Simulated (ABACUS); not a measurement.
# Ta (Im-3m) in ABACUS: further runs

Runs on Ta. Level: SCAN. Tasks: band structure, equation of state.

All numbers are computed with ABACUS 3.10.1; they aren't measurements. Logs are shortened: lines on timing, memory, paths and dates and some standing lists are left out, and cuts for length are marked.

### Step 1. Starting point

The structure is cubic, space group Im-3m (No. 229). Conventional cell: a = 3.303 Å, b = 3.303 Å, c = 3.303 Å, α = 90.00°, β = 90.00°, γ = 90.00°. Ta (site symmetry m-3m) has 8 Ta at 2.86 Å as nearest neighbours.

### Step 2. Band structure, SCAN

File INPUT:

```
INPUT_PARAMETERS
suffix              Ta
calculation         nscf
basis_type          pw
pseudo_dir          ./
symmetry            -1
dft_functional      scan
ecutwfc             69.0
pseudo_rcut         10
nspin               1
nbands              24
ks_solver           dav
smearing_method     fd
smearing_sigma      0.00367493
scf_thr             1e-08
scf_nmax            100
mixing_type         broyden
mixing_beta         0.7
mixing_tau          1
init_chg            file
pw_diag_thr         1e-07
out_band            1
kpar                4
```

File STRU:

```
ATOMIC_SPECIES
Ta 180.9479 Ta_ONCV_PBE-1.2.upf

LATTICE_CONSTANT
1.8897261246

LATTICE_VECTORS
-1.6512800000 1.6512800000 1.6512800000
1.6512800000 -1.6512800000 1.6512800000
1.6512800000 1.6512800000 -1.6512800000

ATOMIC_POSITIONS
Cartesian

Ta
0.0
1
0.0000000000 0.0000000000 0.0000000000 1 1 1
```

File KPT:

```
K_POINTS
8
Line
0.00000000 0.00000000 0.00000000 10 // G
0.50000000 -0.50000000 0.50000000 10 // H
0.00000000 0.00000000 0.50000000 10 // N
0.00000000 0.00000000 0.00000000 10 // G
0.25000000 0.25000000 0.25000000 10 // P
0.50000000 -0.50000000 0.50000000 1 // H
0.25000000 0.25000000 0.25000000 10 // P
0.00000000 0.00000000 0.50000000 1 // N
```

Potentials or basis: SG15 ONCV 1.2 PBE, plane waves.

The run is started by

```console
OMP_NUM_THREADS=1 mpirun -np 4 abacus > log
```

running log:

```text
ABACUS v3.10.1

               Atomic-orbital Based Ab-initio Computation at UStc

 ------------------------------------------------------------------------------------

 READING GENERAL INFORMATION
                           global_out_dir = OUT.Ta/
                           global_in_card = INPUT
                               pseudo_dir = ./
                              orbital_dir =
                                    DSIZE = 4
                                    GSIZE = 1

 READING UNITCELL INFORMATION
                                    ntype = 1
                  lattice constant (Bohr) = 1.88973
              lattice constant (Angstrom) = 1

 READING ATOM TYPE 1
                               atom label = Ta
                      L=0, number of zeta = 1
                      L=1, number of zeta = 1
                      L=2, number of zeta = 1
             number of atom for this type = 1

                        TOTAL ATOM NUMBER = 1
CARTESIAN COORDINATES ( UNIT =       1.889726124600 Bohr ).
    atom                   x                   y                   z     mag                  vx                  vy                  vz
tauc_Ta1            0.0000000000        0.0000000000        0.0000000000  0.0000        0.0000000000        0.0000000000        0.0000000000

                          Volume (Bohr^3) = 121.54
                             Volume (A^3) = 18.0103

 Lattice vectors: (Cartesian coordinate: in unit of a_0)
             -1.65128            +1.65128            +1.65128
             +1.65128            -1.65128            +1.65128
             +1.65128            +1.65128            -1.65128
 Reciprocal vectors: (Cartesian coordinate: in unit of 2 pi/a_0)
                   +0           +0.302795           +0.302795
            +0.302795                  +0           +0.302795
            +0.302795           +0.302795                  +0
 The esolver type has been set to : ksdft_pw

                PAO radial cut off (Bohr) = 10

 Read in pseudopotential file is Ta_ONCV_PBE-1.2.upf
                     pseudopotential type = NC
          exchange-correlation functional = PBE
                 nonlocal core correction = 0
                        valence electrons = 27
                                     lmax = 3
                           number of zeta = 0
                     number of projectors = 8
                           L of projector = 0
                           L of projector = 0
                           L of projector = 1
                           L of projector = 1
                           L of projector = 2
                           L of projector = 2
                           L of projector = 3
                           L of projector = 3
 XC functional updated to : scan
          exchange-correlation functional = SCAN
     initial pseudo atomic orbital number = 0

 SETUP THE ELECTRONS NUMBER
            electron number of element Ta = 27
      total electron number of element Ta = 27
            AUTOSET number of electrons:  = 27
                           occupied bands = 14
                                   NBANDS = 24
                                   NLOCAL = 9

%%%%%%%%%%%%%%%%%%%%%%%%%%%%%%%%%%%%%%%%%%%%%%%%%%%%%%%%%%%%%%%%%%%%%%%%%%%%%%%%%%%%%%%%%%%%%%%%%%%%%%%%%%
 Warning: the number of valence electrons in pseudopotential > 5 for Ta: [Xe] 4f14 5d3 6s2
 Pseudopotentials with additional electrons can yield (more) accurate outcomes, but may be less efficient.
 If you're confident that your chosen pseudopotential is appropriate, you can safely ignore this warning.
%%%%%%%%%%%%%%%%%%%%%%%%%%%%%%%%%%%%%%%%%%%%%%%%%%%%%%%%%%%%%%%%%%%%%%%%%%%%%%%%%%%%%%%%%%%%%%%%%%%%%%%%%%

 SETUP THE PLANE WAVE BASIS
 energy cutoff for charge/potential (unit:Ry) = 276
            fft grid for charge/potential = [ 30, 30, 30 ]
                        fft grid division = [ 1, 1, 1 ]
        big fft grid for charge/potential = [ 30, 30, 30 ]
                                     nbxx = 27000
                                     nrxx = 27000

 SETUP PLANE WAVES FOR CHARGE/POTENTIAL
                    number of plane waves = 9453
                         number of sticks = 611

 PARALLEL PW FOR CHARGE/POTENTIAL
     PROC   COLUMNS(POT)             PW
        1            611           9453
 --------------- sum -------------------
        1            611           9453
                            number of |g| = 127
                                  max |g| = 24.9383
                                  min |g| = 0

----------- Double Check Mixing Parameters Begin ------------
mixing_type: broyden
mixing_beta: 0.7
mixing_gg0: 1
mixing_gg0_min: 0.1
mixing_ndim: 8
----------- Double Check Mixing Parameters End ------------

 SETUP K-POINTS
                                    nspin = 1
                                   nkstot = 62
K-POINTS DIRECT COORDINATES
 KPOINTS    DIRECT_X    DIRECT_Y    DIRECT_Z  WEIGHT
       1  0.00000000  0.00000000  0.00000000  1.0000
       2  0.05000000 -0.05000000  0.05000000  1.0000
       3  0.10000000 -0.10000000  0.10000000  1.0000
       4  0.15000000 -0.15000000  0.15000000  1.0000
       5  0.20000000 -0.20000000  0.20000000  1.0000
       6  0.25000000 -0.25000000  0.25000000  1.0000
[... 22 lines left out ...]
      29  0.00000000  0.00000000  0.10000000  1.0000
      30  0.00000000  0.00000000  0.05000000  1.0000
[... 32 further k points ...]

           k-point number in this process = 16
       minimum distributed K point number = 15

[... K-POINTS CARTESIAN COORDINATES: 16 rows ...]

[... K-POINTS DIRECT COORDINATES: 16 rows ...]

 SETUP PLANE WAVES FOR WAVE FUNCTIONS
     energy cutoff for wavefunc (unit:Ry) = 69
              fft grid for wave functions = [ 30, 30, 30 ]
                    number of plane waves = 1601
                         number of sticks = 181

 PARALLEL PW FOR WAVE FUNCTIONS
     PROC   COLUMNS(POT)             PW
        1            181           1601
 --------------- sum -------------------
        1            181           1601

 SETUP NONLOCAL PSEUDOPOTENTIALS IN PLANE WAVE BASIS
 Ta non-local projectors:
 projector 1 L=0
 projector 2 L=0
 projector 3 L=1
 projector 4 L=1
 projector 5 L=2
 projector 6 L=2
 projector 7 L=3
 projector 8 L=3
      TOTAL NUMBER OF NONLOCAL PROJECTORS = 32

 Init Non-Local PseudoPotential table :
 Init Non-Local-Pseudopotential done.

                                     npwx = 1205

 -------------------------------------------
 NONSELF-CONSISTENT
 -------------------------------------------
                                 init_chg = file
 try to read charge from file
 Read in the charge density: OUT.Ta//Ta-CHARGE-DENSITY.restart
 try to read kinetic energy density from file
 Read in the kinetic energy density: OUT.Ta//Ta-TAU-DENSITY.restart

 PW ALGORITHM --------------- ION=   1  ELEC=   1--------------------------------
 k(1/62) Iter steps (avg)=14 threshold=1e-07
 k(2/62) Iter steps (avg)=15 threshold=1e-07
 k(3/62) Iter steps (avg)=11 threshold=1e-07
 k(4/62) Iter steps (avg)=12 threshold=1e-07
 k(5/62) Iter steps (avg)=15 threshold=1e-07
 k(6/62) Iter steps (avg)=27 threshold=1e-07
 k(7/62) Iter steps (avg)=12 threshold=1e-07
 k(8/62) Iter steps (avg)=14 threshold=1e-07
 k(9/62) Iter steps (avg)=12 threshold=1e-07
 k(10/62) Iter steps (avg)=16 threshold=1e-07
 k(11/62) Iter steps (avg)=13 threshold=1e-07
 k(12/62) Iter steps (avg)=23 threshold=1e-07
 k(13/62) Iter steps (avg)=14 threshold=1e-07
 k(14/62) Iter steps (avg)=13 threshold=1e-07
 k(15/62) Iter steps (avg)=17 threshold=1e-07
 k(16/62) Iter steps (avg)=14 threshold=1e-07
[... levels at 16 k points of this process ...]

 Density error is 0.00000000000
                          Error Threshold = 1.00000000000e-07
----------------------------------------------------------
     Energy           Rydberg                 eV
----------------------------------------------------------
 E_KohnSham     -495.4620734573      -6741.1073419142
 E_KS(sigma->0) -495.4612897903      -6741.0966795775
 E_Harris       -495.4620734573      -6741.1073419142
 E_band         13.5287780812        184.0684688814
 E_one_elec     -128.9645491362      -1754.6527082529
 E_Hartree      97.9491118412        1332.6660350797
 E_xc           -39.3482447082       -535.3603343294
 E_Ewald        -425.0968241202      -5783.7390097382
 E_entropy(-TS) -0.0015673340        -0.0213246735
 E_descf        0.0000000000         0.0000000000
 E_exx          0.0000000000         0.0000000000
 E_Fermi        2.1990196755         29.9191976011
----------------------------------------------------------

 charge density convergence is achieved
 final etot is -6741.1073419 eV
 EFERMI = 29.919197601 eV

 STATE ENERGY(eV) AND OCCUPATIONS    NSPIN == 1
 1/16 kpoint (Cartesian) = 0.0000 0.0000 0.0000 (1205 pws)
       1       -39.0587      0.0322581
       2       -4.59959      0.0322581
       3       -4.59959      0.0322581
       4       -4.59959      0.0322581
       5        11.1948      0.0322581
       6        11.1948      0.0322581
[... 16 lines left out ...]
      23        58.3505        0.00000
      24        58.3505        0.00000

 2/16 kpoint (Cartesian) = 0.0000 0.030280 0.0000 (1185 pws)
       1       -39.0528      0.0322581
       2       -4.64371      0.0322581
       3       -4.61943      0.0322581
       4       -4.61943      0.0322581
       5        11.1963      0.0322581
       6        11.1975      0.0322581
[... 16 lines left out ...]
      23        58.0912        0.00000
      24        58.0912        0.00000

 3/16 kpoint (Cartesian) = 0.0000 0.060559 0.0000 (1189 pws)
       1       -39.0358      0.0322581
       2       -4.76398      0.0322581
       3       -4.67729      0.0322581
       4       -4.67729      0.0322581
       5        11.2010      0.0322581
       6        11.2053      0.0322581
[... 16 lines left out ...]
      23        57.1860        0.00000
      24        57.3326        0.00000

 4/16 kpoint (Cartesian) = 0.0000 0.090839 0.0000 (1164 pws)
       1       -39.0099      0.0322581
       2       -4.92942      0.0322581
       3       -4.76821      0.0322581
       4       -4.76821      0.0322581
       5        11.2088      0.0322581
       6        11.2169      0.0322581
[... 16 lines left out ...]
      23        55.5698        0.00000
      24        58.9862        0.00000

 5/16 kpoint (Cartesian) = 0.0000 0.12112 0.0000 (1184 pws)
       1       -38.9783      0.0322581
       2       -5.10243      0.0322581
       3       -4.88411      0.0322581
       4       -4.88411      0.0322581
       5        11.2194      0.0322581
       6        11.2307      0.0322581
[... 16 lines left out ...]
      23        53.9026        0.00000
      24        61.3241        0.00000

 6/16 kpoint (Cartesian) = 0.0000 0.15140 0.0000 (1180 pws)
       1       -38.9446      0.0322581
       2       -5.25109      0.0322581
       3       -5.01414      0.0322581
       4       -5.01414      0.0322581
       5        11.2322      0.0322581
       6        11.2324      0.0322581
[... 16 lines left out ...]
      23        54.4775        0.00000
      24        60.1710        0.00000

[... levels at 10 further k points ...]

 --------------------------------------------
 !FINAL_ETOT_IS -6741.107341914230 eV
 --------------------------------------------

 Output bands in file: OUT.Ta/BANDS_1.dat
```

Run time: 9.6 s. Hardware: 4 MPI ranks of Intel Xeon Platinum 8488C (Sapphire Rapids), shared host; peak memory 0.36 GiB.

Levels at the corners of the path, in eV from the Fermi level:
```
point  band 11  band 12  band 13  band 14  band 15  band 16
    Γ   -17.78    -8.00     0.85     0.85     0.85     4.28
    H   -17.82    -3.66    -3.66     7.09     7.09     7.09
    N   -17.78    -4.32    -1.45     1.74     4.12     5.18
    Γ   -17.78    -8.00     0.85     0.85     0.85     4.28
    P   -17.81    -1.14    -1.14    -1.14     5.35     5.35
    H   -17.82    -3.66    -3.66     7.09     7.09     7.09
    P   -17.81    -1.14    -1.14    -1.14     5.35     5.35
    N   -17.78    -4.32    -1.45     1.74     4.12     5.18
```

Caveat: the density is read from an earlier self-consistent run, whose mesh may be coarse; spin-orbit coupling is left out, which moves the levels of the heavy elements.

(Part 1 of 2 ends here.)
